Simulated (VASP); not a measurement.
Input of a VASP 6.6.1 run:

Contents of INCAR:

```
SYSTEM = Sn
  PREC = Accurate
  ENCUT = 520
  EDIFF = 1E-7
  ISMEAR = -1
  SIGMA = 0.05
  LREAL = .False.
  LASPH = .True.
  NELM = 100
  ALGO = Normal
  ISIF = 2
  LWAVE = .False.
  LCHARG = .False.
  GGA = PE
  NBANDS = 21
```

File KPOINTS:

```
Automatic mesh
0
Gamma
  9 9 5
  0 0 0
```

Contents of POSCAR:

```
Sn
1.0
   -1.8946518200      1.8946518200      1.8946518200
    1.8946518200     -1.8946518200      1.8946518200
    3.7893036400      3.7893036400      0.0000000000
Sn
2
Direct
    0.8076080800      0.9593421800      0.9443947300
    0.6923919200      0.5406578200      0.5556052700
```

Potentials or basis: VASP PAW PBE potentials, release 64 (Sn_d).

The run is started by

```bash
$ cat potpaw_PBE.64/Sn_d/POTCAR > POTCAR
$ mpirun -np 1 vasp_std > vasp.out
```

Question: What does it give for the band gap on the k mesh?

Answer: None (metal or under the smearing width).

Question: Estimate the pressure.

Answer: 14.3 GPa.

Question: What does it give for the largest force?

Answer: 5.437 eV/Å.

Stress tensor (GPa, compression positive):
```
24.95  9.47 13.09
 9.47 10.64  2.72
13.09  2.72  7.33
```

Caveat: forces of over 1 eV/Å show positions far from the minimum, so gaps and moduli don't describe the material at rest.
